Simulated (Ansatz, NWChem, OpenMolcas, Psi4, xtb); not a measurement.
# A small benchmark: dipole moment

8 molecules; the dipole moment in D, computed less measured. Shapes, held fixed at every level: PBE0-D4/def2-TZVP. No vibrational averaging. Dipoles are compared by magnitude; molecules under 1 D, whose direction can flip, are left out. Programs: Ansatz 0.2.0, NWChem 7.3.0, OpenMolcas 26.06, Psi4 1.11, xtb 6.7.1. A level may come from different programs for different species; with the same settings they agree closely. Measured values: NIST CCCBDB.

Levels: A = GFN0-xTB; B = PBE-D4/def2-TZVPP; C = B3LYP/cc-pVDZ; D = BHLYP/cc-pVDZ; E = M06-2X/cc-pVDZ.

| molecule | measured | A | B | C | D | E |
| --- | --- | --- | --- | --- | --- | --- |
| AsF3 (SMILES F[As](F)F) | 2.59 | -0.38 | -0.32 | -0.11 | +0.17 | -0.04 |
| SCl2O2 (sulfuryl chloride) | 1.81 | -0.30 | -0.18 | -0.36 | -0.08 | -0.22 |
| C2F3N (cyanotrifluoromethane) | 1.33 | +1.29 | +0.15 | -0.01 | -0.10 | -0.13 |
| C2H3ClO (acetyl chloride) | 2.72 | -0.26 | -0.05 | -0.07 | +0.10 | +0.03 |
| C2H3F3 (1,1,1-trifluoroethane) | 2.32 | +0.22 | -0.18 | -0.22 | -0.01 | -0.08 |
| C2H6S (dimethyl sulfide) | 1.50 | +0.56 | +0.01 | -0.04 | +0.03 | +0.01 |
| C2H7N (dimethylamine) | 1.03 | +0.44 | -0.16 | -0.20 | -0.13 | -0.14 |
| C3H6O (SMILES CC(C)=O) | 2.88 | +0.15 | -0.02 | -0.18 | +0.02 | -0.11 |

Which level does best on this set, which worst, and which err to one side?


| level | kind | mean error | mean absolute error | worst case |
| --- | --- | --- | --- | --- |
| GFN0-xTB | semi-empirical | +0.215 | 0.450 | C2F3N |
| PBE-D4/def2-TZVPP | GGA | -0.094 | 0.134 | AsF3 |
| B3LYP/cc-pVDZ | global hybrid | -0.149 | 0.149 | SCl2O2 |
| BHLYP/cc-pVDZ | global hybrid | 0.000 | 0.080 | AsF3 |
| M06-2X/cc-pVDZ | global hybrid | -0.085 | 0.095 | SCl2O2 |

On this set BHLYP/cc-pVDZ has the smallest mean absolute error and GFN0-xTB the largest. PBE-D4/def2-TZVPP is too low in 6 of 8; B3LYP/cc-pVDZ is too low in 8 of 8; M06-2X/cc-pVDZ is too low in 6 of 8. The tabulated value of C2F3N is in doubt (older tables, estimates, or at odds with other calculations) and kept here. Over the 7 molecules whose values aren't doubted the mean absolute errors are A 0.330; B 0.131; C 0.169; D 0.077; E 0.090. The smallest two are near a tie. Relativity is left out for As. The set is small.
